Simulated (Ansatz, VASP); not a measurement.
## BN: VASP beside Ansatz

```xyz
2
Lattice="0.0000 1.8130 1.8130 1.8130 0.0000 1.8130 1.8130 1.8130 0.0000" Properties=species:S:1:pos:R:3 pbc="T T T"
N     0.9065    0.9065    0.9065
B     0.0000    0.0000    0.0000
```

The cell is a database's computed one.

Alike in both runs: task single point; functional PBE; k mesh 13 × 13 × 13; occupations gaussian, width 0.011 eV; no spin polarisation.

|  | VASP | Ansatz |
| --- | --- | --- |
| version | VASP 6.6.1 | Ansatz 0.2.0 |
| potentials or method | VASP PAW PBE potentials, release 64 (N, B) | Ansatz PAW |
| plane-wave cutoff (eV) | 520 | 420 |
| valence electrons in the cell | 8 | 8 |

```csv
,VASP,Ansatz,Ansatz less VASP
gap on the k mesh at the Fermi level (eV),4.52,4.54,+0.012
least direct gap on the mesh (eV),8.78,8.79,+0.011
pressure (GPa),-0.2,-0.4,-0.24
```

Caveats: an odd mesh through Γ misses points on the zone boundary, where band edges often lie (VASP); odd divisions of the mesh miss points on the zone boundary, where band edges often lie, so the gap on the mesh can be too wide (Ansatz); the pressure holds a Pulay correction of +1.1 GPa for the finite cutoff (Ansatz).
